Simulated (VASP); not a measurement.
Wanted: the native input for a VASP 6.6.1 run.

```yaml
Task: single point
Functional: LDA
Potentials_or_basis: VASP PAW LDA potentials, release 64 (Ag)
Cutoff: 520 eV
k_mesh: 9 × 9 × 5
Occupations: fermi-dirac, width 0.05 eV
Spin: no spin polarisation
Dipole_correction: no
Further_INCAR_settings: ALGO = Normal; EDIFF = 1e-07; NBANDS = 18
```

The structure of Ag lies in POSCAR:

```
Ag
1.0
    2.8163901036      0.0000746172     -0.0000053579
   -1.4081304314      2.4389198101      0.0000085206
   -0.0000087592      0.0000110274      4.6596635970
Ag
2
Direct
    0.3257504158      0.7021653156      0.2637262883
    0.6593371342      0.3690199544      0.7637238417
```

This isn't the form of Ag at room conditions, which is fcc.

The cell isn't the ideal one: atoms shaken by about 0.15 Å, then relaxed with the cell, LAPW in place of PAW files.

One way to write it, as run:

INCAR

```
PREC = Accurate ; ENCUT = 520
EDIFF = 1E-7 ; ISMEAR = -1
SIGMA = 0.05 ; LREAL = F
LASPH = T ; NELM = 100
ALGO = Normal ; ISIF = 2
LWAVE = F ; LCHARG = F
GGA = CA ; NBANDS = 18
```

KPOINTS

```
Automatic mesh
0
Gamma
  9 9 5
```

Potentials or basis: VASP PAW LDA potentials, release 64 (Ag).

Command:

```sh
$ cat potpaw_LDA.64/Ag/POTCAR > POTCAR
$ mpirun -np 1 vasp_std > vasp.out
```

It gave:

- Pressure: 0.1 GPa
- Band gap on the k mesh: none (metal or under the smearing width)

Wall time 16 s on 1 thread of Intel(R) Xeon(R) 6975P-C (Granite Rapids) (shared host), peak memory 0.17 GiB.
